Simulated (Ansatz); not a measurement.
**The honeycomb SnTe bilayer (AB) between two gates**

Aim: screening and gap of the neutral honeycomb SnTe bilayer (AB) between oppositely charged gates.

Method: plane-wave DFT, PBE-D3(BJ), Ansatz PAW, in Ansatz 0.2.0.

### Step 1. Starting point

The cell holds 4 atoms: 2 Te and 2 Sn. Its edges and angles: a = 4.180 Å, b = 4.180 Å, c = 44.030 Å, α = 90.0°, β = 90.0°, γ = 120.0°. Regions: layer 1: honeycomb SnTe, 2 atoms (1 Te and 1 Sn); layer 2: honeycomb SnTe, 2 atoms (1 Te and 1 Sn). Vacuum lies along c.

### Step 2. Relaxation

The starting cell is a guess, so the in-plane lattice and the atoms are relaxed first, with the slab cut off from its images along the normal.

The input, input.yaml:

```yaml
crystal:
  lattice:
    - [4.18, 0.0, 0.0]
    - [-2.09, 3.6199861878, 0.0]
    - [0.0, 0.0, 44.0300000007]
  atoms:
    - { symbol: Te, position: [0.6666666667, 0.3333333333, 0.4258460141] }
    - { symbol: Sn, position: [0.3333333333, 0.6666666667, 0.4642289348] }
    - { symbol: Te, position: [0.0, 0.0, 0.5357710652] }
    - { symbol: Sn, position: [0.6666666667, 0.3333333333, 0.5741539859] }
  periodic: [true, true, false]
kpoints:
  mp_grid: { grid: [12, 12, 1] }
hamiltonian:
  xc: pbe
  dispersion: d3bj
scf:
  occupations: { method: fermi_dirac, width: 0.05 }
  convergence: { dr2_threshold: 1.0e-09 }
relax:
  f_tol: 0.004
  max_steps: 90
  cell: {}
output:
  write_potential: true
  write_density: true
  volumetric_format: npy
```

Started as:

```bash
> ansatz run input.yaml --threads 4 --pin off --max-ram 12288MiB --backend cpu --events-out ev --progress --plain --runs-dir out
```

Numbers of over 12 decimals in the logs are rounded to 6 here.

What it wrote:

```text
Warning: relax.cell: scf.convergence.dr2_threshold = 1e-9 eV is looser than the 1.46390968582e-10 eV advised for a relaxation that steers and ends on the stress (1e-10 eV for each atom of the cell: 4, times the square of relax.cell.stress_2d_tol = 0.05 N/m over 16.5 Å (the atoms' height at the walk's start and 5 Å past either face), 3.025e-2 GPa, over a crystal's default 0.05). What an SCF threshold leaves in a stress goes as its square root, and in the free energy as the threshold itself, and one threshold admits the most on a small cell: [figures from the program's tests cut] Set scf.convergence.dr2_threshold to 1.46390968582e-10 eV or tighter. [rest of the remark cut]
Engine: ansatz 0.2.0, aarch64-unknown-linux-gnu
Pseudopotentials: kind: paw
Pseudopotential: Te, paw, valence charge 16, recommended cutoff 420 eV (normal), Te.paw.azcp
Pseudopotential: Sn, paw, valence charge 14, recommended cutoff 420 eV (normal), Sn.paw.azcp
Functional definition: PBE
  parameter kappa = 0.804
  parameter beta = 0.066725
  exchange = pbe_x(kappa = kappa, mu = beta*pi^2/3)
  correlation = pbe_c(beta = beta)
Crystal: 4 atoms, lattice volume = 666.242 Å³
Basis set: ecut = 420 eV, 12873 PW (Γ), exchange–correlation on 60×60×600 points (8 copies of the dense FFT grid, shifted against one another)
Bands: 36, of which v1, the nominal top of the filled ones, is band 30 counted from 1 (29 counted from 0)
Symmetry: 6 space group operations
Space group: P3m1 (ITA 156), of the structure as read, at distance tolerance 8.7e-5 Å
k-points: 19 of 144 (time reversal used)
Non-local potential: Te, projectors of the file, l = 0: 2, l = 1: 2, l = 2: 2, l = 3: 2
Non-local potential: Sn, projectors of the file, l = 0: 2, l = 1: 2, l = 2: 2, l = 3: 2
PAW form: soft (Blöchl's): semilocal exchange-correlation on the pseudo side does not see the compensation charge
PAW one-centre angular grid: Te, 590 points (default); XC on 64 Gauss nodes
PAW one-centre angular grid: Sn, 590 points (default); XC on 64 Gauss nodes
Initial density: superposition of atomic densities (neutral atoms: chi_scale 0, normalization atom), corrected by the library's trained network
Initial wavefunctions: pseudopotential atomic-orbital guess
Functional: x = pbe(κ = 0.804, μ = 0.219515), c = pbe(β = 0.066725)
SCF iter   1: F=—  HF=-26010.187902 eV  |F-HF|=—  |Δ(HF+E_count)|=         —  Δρ=9.65e-4  dr2=1.04e-1  ethr=1.77e-3  ⟨swp⟩=14.9  Hψ=4275  notcnv=0
preconditioner: auto → Resta (q_TF=auto, 1.827 Å⁻¹)  ε∞=1.8  [insulator: Δε(μ)=0.884 eV  Ē_g=7.396 eV  σ=0.050 eV  W_gap=1.00  n_scr=66 (ndim 8)  ℏωp=6.4 eV  f_vac=0.756  D(μ)=0.00/eV (n_scr^D=0)  ε∞_Penn≈1.8  vacuum switching on, ρ_ref=4.0e-3 e/Å³]
SCF iter   2: F=—  HF=-26010.204770 eV  |F-HF|=—  |Δ(HF+E_count)|=   1.69e-2  Δρ=1.75e-3  dr2=4.89e-1  ethr=1.74e-4  ⟨swp⟩=5.4  Hψ=1827  notcnv=0  defer=14
SCF iter   3: F=—  HF=-26010.171263 eV  |F-HF|=—  |Δ(HF+E_count)|=   3.35e-2  Δρ=5.02e-4  dr2=3.05e-2  ethr=1.74e-4  ⟨swp⟩=4.3  Hψ=1093  notcnv=0  defer=14
SCF iter   4: F=—  HF=-26010.169528 eV  |F-HF|=—  |Δ(HF+E_count)|=   1.73e-3  Δρ=2.19e-4  dr2=1.46e-3  ethr=5.09e-5  ⟨swp⟩=1.7  Hψ=868  notcnv=0  defer=15
SCF iter   5: F=—  HF=-26010.169997 eV  |F-HF|=—  |Δ(HF+E_count)|=   4.69e-4  Δρ=1.55e-4  dr2=1.31e-3  ethr=2.43e-6  ⟨swp⟩=3.5  Hψ=1125  notcnv=0  defer=15
SCF iter   6: F=—  HF=-26010.169906 eV  |F-HF|=—  |Δ(HF+E_count)|=   9.02e-5  Δρ=6.81e-5  dr2=1.12e-4  ethr=2.18e-6  ⟨swp⟩=2.0  Hψ=761  notcnv=0  defer=15
SCF iter   7: F=—  HF=-26010.169910 eV  |F-HF|=—  |Δ(HF+E_count)|=   3.74e-6  Δρ=2.14e-5  dr2=1.30e-5  ethr=1.87e-7  ⟨swp⟩=3.2  Hψ=1097  notcnv=0  defer=15
SCF iter   8: F=—  HF=-26010.169905 eV  |F-HF|=—  |Δ(HF+E_count)|=   4.71e-6  Δρ=8.43e-6  dr2=1.51e-6  ethr=2.17e-8  ⟨swp⟩=2.0  Hψ=813  notcnv=0  defer=15
SCF iter   9: F=—  HF=-26010.169764 eV  |F-HF|=—  |Δ(HF+E_count)|=   1.41e-4  Δρ=2.40e-6  dr2=6.86e-8  ethr=2.52e-9  ⟨swp⟩=3.2  Hψ=1259  notcnv=0  defer=15
SCF iter  10: F=—  HF=-26010.169764 eV  |F-HF|=—  |Δ(HF+E_count)|=   2.31e-8  Δρ=8.08e-7  dr2=6.84e-9  ethr=1.14e-10  ⟨swp⟩=2.6  Hψ=1204  notcnv=0  defer=16
SCF iter  11: F=-26010.169764 eV  HF=-26010.169764 eV  |F-HF|=5.97e-10  |Δ(HF+E_count)|=   2.17e-9  Δρ=1.56e-7  dr2=2.31e-10  ethr=1.67e-12  ⟨swp⟩=9.9  Hψ=5102  notcnv=0
SCF 1 converged in 11 iterations: F = -26010.169764 eV  dr2 = 2.31e-10
  greatest PAW one-centre occupation: 0.998 electrons in one spin orbital (limit 2), on the Te atom at site 2 (counted from 0), in its partial waves of l = 2
relax step   1: F+E_penalty+E_count = -26010.16976426 eV  Δ(F+E_penalty+E_count) = +0.000e0 eV  max|allowed force component| = 1.108e-1 eV/Å  Δτ_max = 0.0000 Å  P = -0.303 N/m  Ω = 666.242 Å³  fix = [c, alpha, beta]  reactions: c +0.000 N/m  (11 SCF iters, accepted)
Crystal: 4 atoms, lattice volume = 663.428 Å³
Basis set: ecut = 420 eV, 12813 PW (Γ), exchange–correlation on 60×60×600 points (8 copies of the dense FFT grid, shifted against one another)
Initial density: handed on by an earlier stage of this run
Initial wavefunctions: those handed on with the density
iter 1 solved again at ethr=9.09e-5 eV; its pass at ethr=3.10e-3 eV (dr2=5.45e-2 eV) is discarded
SCF iter   1: F=—  HF=-26010.183650 eV  |F-HF|=—  |Δ(HF+E_count)|=         —  Δρ=3.36e-3  dr2=5.46e-2  ethr=9.09e-5  ⟨swp⟩=2.3  Hψ=4596  notcnv=0
preconditioner: auto → Resta (q_TF=auto, 1.828 Å⁻¹)  ε∞=1.7  [insulator: Δε(μ)=0.459 eV  Ē_g=7.502 eV  σ=0.050 eV  W_gap=0.98  n_scr=66 (ndim 8)  ℏωp=6.4 eV  f_vac=0.766  D(μ)=0.05/eV (n_scr^D=0)  ε∞_Penn≈1.7  vacuum switching on, ρ_ref=4.1e-3 e/Å³]
SCF iter   2: F=—  HF=-26010.183255 eV  |F-HF|=—  |Δ(HF+E_count)|=   3.95e-4  Δρ=1.71e-3  dr2=3.05e-2  ethr=9.09e-5  ⟨swp⟩=3.0  Hψ=1026  notcnv=0
SCF iter   3: F=—  HF=-26010.189610 eV  |F-HF|=—  |Δ(HF+E_count)|=   6.36e-3  Δρ=1.35e-3  dr2=9.48e-2  ethr=5.09e-5  ⟨swp⟩=3.8  Hψ=1405  notcnv=0  recentre
SCF iter   4: F=—  HF=-26010.184238 eV  |F-HF|=—  |Δ(HF+E_count)|=   5.37e-3  Δρ=6.19e-4  dr2=2.98e-2  ethr=5.09e-5  ⟨swp⟩=3.4  Hψ=1015  notcnv=0  defer=8
SCF iter   5: F=—  HF=-26010.182550 eV  |F-HF|=—  |Δ(HF+E_count)|=   1.69e-3  Δρ=2.48e-4  dr2=3.61e-4  ethr=4.97e-5  ⟨swp⟩=1.8  Hψ=828  notcnv=0  defer=8
SCF iter   6: F=—  HF=-26010.182493 eV  |F-HF|=—  |Δ(HF+E_count)|=   5.70e-5  Δρ=6.07e-5  dr2=4.40e-5  ethr=6.02e-7  ⟨swp⟩=3.2  Hψ=1339  notcnv=0  defer=8
SCF iter   7: F=—  HF=-26010.182498 eV  |F-HF|=—  |Δ(HF+E_count)|=   5.21e-6  Δρ=2.16e-5  dr2=2.46e-6  ethr=7.34e-8  ⟨swp⟩=2.6  Hψ=1106  notcnv=0  defer=8
[...]
SCF iter   9: F=-26010.190055 eV  HF=-26010.190055 eV  |F-HF|=9.75e-10  |Δ(HF+E_count)|=   7.08e-9  Δρ=2.86e-7  dr2=7.59e-10  ethr=1.67e-12  ⟨swp⟩=9.9  Hψ=5691  notcnv=0
SCF 3 converged in 9 iterations: F = -26010.190055 eV  dr2 = 7.59e-10
relax step   3: F+E_penalty+E_count = -26010.19005518 eV  Δ(F+E_penalty+E_count) = -7.698e-3 eV  max|allowed force component| = 9.252e-2 eV/Å  Δτ_max = 0.0480 Å  P = +0.500 N/m  Ω = 670.571 Å³  energy of the carried Pulay correction = -1.408e-4 eV  fix = [c, alpha, beta]  reactions: c +0.000 N/m  (9 SCF iters, accepted)
[...]
relax step   4: F+E_penalty+E_count = -26010.19305493 eV  Δ(F+E_penalty+E_count) = -3.000e-3 eV  max|allowed force component| = 4.491e-2 eV/Å  Δτ_max = 0.0148 Å  P = +0.220 N/m  Ω = 675.892 Å³  energy of the carried Pulay correction = -3.126e-4 eV  fix = [c, alpha, beta]  reactions: c +0.000 N/m  (9 SCF iters, accepted)
[...]
relax step   5: F+E_penalty+E_count = -26010.19405385 eV  Δ(F+E_penalty+E_count) = -9.989e-4 eV  max|allowed force component| = 1.005e-2 eV/Å  Δτ_max = 0.0143 Å  P = +0.086 N/m  Ω = 679.345 Å³  energy of the carried Pulay correction = -4.233e-4 eV  fix = [c, alpha, beta]  reactions: c +0.000 N/m  (8 SCF iters, accepted)
[...]
relax step   6: F+E_penalty+E_count = -26010.19449862 eV  Δ(F+E_penalty+E_count) = -4.448e-4 eV  max|allowed force component| = 1.396e-2 eV/Å  Δτ_max = 0.0392 Å  P = +0.027 N/m  Ω = 685.120 Å³  energy of the carried Pulay correction = -6.073e-4 eV  fix = [c, alpha, beta]  reactions: c +0.000 N/m  (9 SCF iters, accepted)
[...]
relax step   7: F+E_penalty+E_count = -26010.19453697 eV  Δ(F+E_penalty+E_count) = -3.835e-5 eV  max|allowed force component| = 1.258e-2 eV/Å  Δτ_max = 0.0085 Å  P = -0.011 N/m  Ω = 685.115 Å³  energy of the carried Pulay correction = -6.071e-4 eV  fix = [c, alpha, beta]  reactions: c -0.000 N/m  (8 SCF iters, accepted)
[...]
relax step   8: F+E_penalty+E_count = -26010.19456520 eV  Δ(F+E_penalty+E_count) = -2.823e-5 eV  max|allowed force component| = 2.519e-4 eV/Å  Δτ_max = 0.0014 Å  P = -0.002 N/m  Ω = 684.917 Å³  energy of the carried Pulay correction = -6.008e-4 eV  fix = [c, alpha, beta]  reactions: c -0.000 N/m  (7 SCF iters, accepted)
Initial wavefunctions: pseudopotential atomic-orbital guess (no wavefunctions were taken with the density)
iter 1 solved again at ethr=1.05e-6 eV; its pass at ethr=3.10e-3 eV (dr2=6.32e-4 eV) is discarded
SCF iter   1: F=—  HF=-26010.191877 eV  |F-HF|=—  |Δ(HF+E_count)|=         —  Δρ=8.20e-5  dr2=1.25e-6  ethr=1.05e-6  ⟨swp⟩=5.7  Hψ=6859  notcnv=0
eigensolver tolerance schedule: the retry pair's looser diagonalisation over-reported the residual by 504.77 of it (diagonalisation noise at 0.21 of the residual, at the tolerance the schedule requests for it); recorded, not acted on — ethr = c·dr2/N_el stays at c = 1.0e-1
SCF iter   2: F=—  HF=-26010.193995 eV  |F-HF|=—  |Δ(HF+E_count)|=   2.12e-3  Δρ=4.10e-5  dr2=7.13e-7  ethr=2.08e-9  ⟨swp⟩=3.8  Hψ=1541  notcnv=0
SCF iter   3: F=—  HF=-26010.194900 eV  |F-HF|=—  |Δ(HF+E_count)|=   9.05e-4  Δρ=1.68e-5  dr2=6.17e-6  ethr=1.19e-9  ⟨swp⟩=3.1  Hψ=1026  notcnv=0  recentre
SCF iter   4: F=—  HF=-26010.195088 eV  |F-HF|=—  |Δ(HF+E_count)|=   1.88e-4  Δρ=7.58e-6  dr2=2.76e-7  ethr=1.19e-9  ⟨swp⟩=2.7  Hψ=863  notcnv=0
SCF iter   5: F=—  HF=-26010.195149 eV  |F-HF|=—  |Δ(HF+E_count)|=   6.05e-5  Δρ=3.49e-6  dr2=4.37e-8  ethr=4.61e-10  ⟨swp⟩=2.7  Hψ=863  notcnv=0
SCF iter   6: F=—  HF=-26010.195174 eV  |F-HF|=—  |Δ(HF+E_count)|=   2.51e-5  Δρ=7.35e-7  dr2=2.18e-9  ethr=7.28e-11  ⟨swp⟩=2.7  Hψ=900  notcnv=0
SCF iter   7: F=-26010.195176 eV  HF=-26010.195176 eV  |F-HF|=5.56e-8  |Δ(HF+E_count)|=   2.23e-6  Δρ=1.09e-7  dr2=1.22e-10  ethr=1.67e-12  ⟨swp⟩=16.2  Hψ=5283  notcnv=0
SCF 9 converged in 7 iterations: F = -26010.195176 eV  dr2 = 1.22e-10
relax step   9: F+E_penalty+E_count = -26010.19517597 eV  Δ(F+E_penalty+E_count) = -6.108e-4 eV  max|allowed force component| = 3.616e-4 eV/Å  Δτ_max = 0.0000 Å  P = -0.003 N/m  Ω = 684.917 Å³  fix = [c, alpha, beta]  reactions: c -0.000 N/m  stress off target by 2.61e-3 N/m on what of the cell is left free  SCF on the basis re-selected at this cell (its energy is not comparable with the rows above)  (7 SCF iters)
basis re-selected at this cell: Δ(F+E_penalty+E_count) = -6.108e-4 eV, ΔP = -0.000 N/m vs the last step (what re-selecting the basis moved, of the pressure what is left beyond the Pulay correction that the steps carried, after the strain that the cell walked since its last selection, with what the two solves' SCF thresholds leave and, on support functions, any second-order correction that the steps lacked; it is no m [...]
WARN: The output density's exchange-correlation potential varies sharply where the density is thin. Do not read a vacuum level from v_tot or v_xc, or from such a field of the output density. On a cell that repeats whose density bears no net charge and no dipole along the vacuum's axis use v_es (v_loc + v_h of the components); under efield.dipole_correction with no amplitude use v_es + v_field, which holds any externa [...]
SCF converged after 7 iterations
Free energy (F): -26010.195176 eV
Harris-Foulkes:  -26010.195176 eV  (|F-HF|=5.56e-8)
Internal energy: -26010.194498 eV  (E = F + TS)
E sigma→0 (E₀):  -26010.194837 eV
Entropy (-TS):   -0.000678 eV (-0.170 meV/atom)
Fermi energy:    -4.065593 eV
--- Per-component energies (eV) ---
  E_band       = -1527.849960
  E_kinetic    = 730.780322
  E_local      = -177211.038046  (includes V_loc(G=0)·N_el)
  E_nonlocal   = -685.741775
  E_hartree    = 88750.332149
  E_xc         = -1013.070696
  E_vxc        = -398.761484  (∫ρ·V_xc dr)
  E_paw        = -17593.094067  (= ΣΔE_a)
  E_vpaw       = -1463.751976  (= ΣTr[D̂ρ^β])
  E_aug_tail   = -0.000387  (compensation charges beyond the density's cutoff)
  E_ewald      = 81012.790633
  E_disp       = -1.152631  (pairwise vdW)
  E_smearing   = -0.000678  (= −TS)
  E_closure    = -0.000000  (closes the sum)
  Σ components = -26010.195176   (vs F -26010.195176, Δ=0.00e0)
--- Forces (eV/Å), atoms counted from 1 ---
  atom   1  Te    -0.00000000     0.00000000     0.00036190
  atom   2  Sn     0.00000000     0.00000000    -0.00032562
  atom   3  Te     0.00000000     0.00000000    -0.00006402
  atom   4  Sn     0.00000000    -0.00000000     0.00002883
  max |Σ_I F_I| component: 1.09e-6 eV/Å
--- 2D stress c σ (N/m, compression-positive) ---
       -0.002613      -0.000000      -0.000000
        0.000000      -0.002613       0.000000
       -0.000000       0.000000      -0.000000
  P = ½ c Tr σ = -0.0026 N/m
--- Band table (eV; the first three rows and the last of 19) ---
  k-point 0: bands = [... 26 lower, -5.8345, -5.1250, -5.1250, -4.4872, -3.6536, -2.1707, -2.1707, -2.1371, ... 2 higher]
  k-point 1: bands = [... 26 lower, -5.9450, -5.6448, -5.2260, -4.3086, -3.3550, -2.4344, -2.0766, -1.7877, ... 2 higher]
  k-point 2: bands = [... 26 lower, -6.2104, -5.9224, -5.4731, -4.4904, -3.2608, -2.4176, -1.9078, -1.7713, ... 2 higher]
  k-point 18: bands = [... 26 lower, -7.2419, -6.9966, -6.3079, -5.9988, -3.3097, -2.9693, -2.0719, -1.2329, ... 2 higher]
  the weakly bound empty levels are not read free of the cell's end (no_gap_told)
--- Relaxed structure (8 steps of the walk, 8 accepted, 1 SCFs on fresh bases) ---
  F+E_penalty+E_count = -26010.19517597 eV   max|allowed force component| = 3.616e-4 eV/Å   (the final SCF, on the basis selected at the relaxed cell)
  cell:  # Å, volume = 684.9165 Å³
    - [4.238178, 0, 0]
    - [-2.119089, 3.670370, 0]
    - [0, 0, 44.0300000007]
  atoms:
    - { symbol: Te, position: [0.666667, 0.333333, 0.430977] }
    - { symbol: Sn, position: [0.333333, 0.666667, 0.468422] }
    - { symbol: Te, position: [1.734723475815249e-17, -9.25185853848912e-17, 0.531437] }
    - { symbol: Sn, position: [0.666667, 0.333333, 0.569164] }
```

Run time: 1.8 min. Hardware: 4 threads of Arm Neoverse V1, shared host; peak memory 1.1 GiB; 7 min of CPU time.

The steps of the relaxation:

```
step  energy less that of the first step (eV)  largest force component (eV/Å)  volume (Å³)
   1                                   0.0000                          0.1108       666.24
   2                                  -0.0126                          0.0912       663.43
   3                                  -0.0203                          0.0925       670.57
   4                                  -0.0233                          0.0449       675.89
   5                                  -0.0243                          0.0101       679.35
   6                                  -0.0247                          0.0140       685.12
   7                                  -0.0248                          0.0126       685.12
   8                                  -0.0248                          0.0003       684.92
  9*                                  -0.0254                          0.0004       684.92
```

Relaxation steps marked * repeat the geometry before them on a plane-wave basis chosen anew for their cell, so energy and pressure can jump there.

Forces are held to the 6 operations that the run works with; a distortion that breaks them can't arise in this run.

```
cell as run  before  after  change
      a (Å)   4.180  4.238  +1.4 %
      b (Å)   4.180  4.238  +1.4 %
```

The atoms that moved most (Å, along periodic axes as changes of fractional coordinates times the final cell, across vacuum about the mean position):

```
atom     dx     dy      dz  length
 Te1  0.000  0.000   0.226   0.226
 Sn4  0.000  0.000  -0.220   0.220
 Te3  0.000  0.000  -0.191   0.191
 Sn2  0.000  0.000   0.185   0.185
```

Final coordinates:

```cif
data_structure
_symmetry_space_group_name_H-M 'P 1'
_symmetry_Int_Tables_number 1
_cell_length_a 4.2382
_cell_length_b 4.2382
_cell_length_c 44.0300
_cell_angle_alpha 90.000
_cell_angle_beta 90.000
_cell_angle_gamma 120.000
_cell_volume 684.92
loop_
_atom_site_label
_atom_site_type_symbol
_atom_site_fract_x
_atom_site_fract_y
_atom_site_fract_z
_atom_site_occupancy
Te1 Te 0.66667 0.33333 0.43098 1
Sn2 Sn 0.33333 0.66667 0.46842 1
Te3 Te 0.00000 0.00000 0.53144 1
Sn4 Sn 0.66667 0.33333 0.56916 1
```

Numbers from this step:

```yaml
energy_at_zero_smearing: -26010.1948 eV
```

The lattice constant a goes from 4.180 to 4.238 Å.

[end of part 1 of 3]

[Logs are printed without paths, hosts, clocks, repeated set-up lines and the standing remarks that a program may print on its own settings, such as how far it seeks lower states.]

[Hosts, paths, dates, database ids (printed as entryN), source tags and the programs' standing remarks are cut or masked in the printed files.]

[Maps of the electrostatic potential energy from Ansatz leave out the sawtooth potential of an applied field or a dipole correction, so their vacuum need not be flat; planar profiles and work functions include it.]
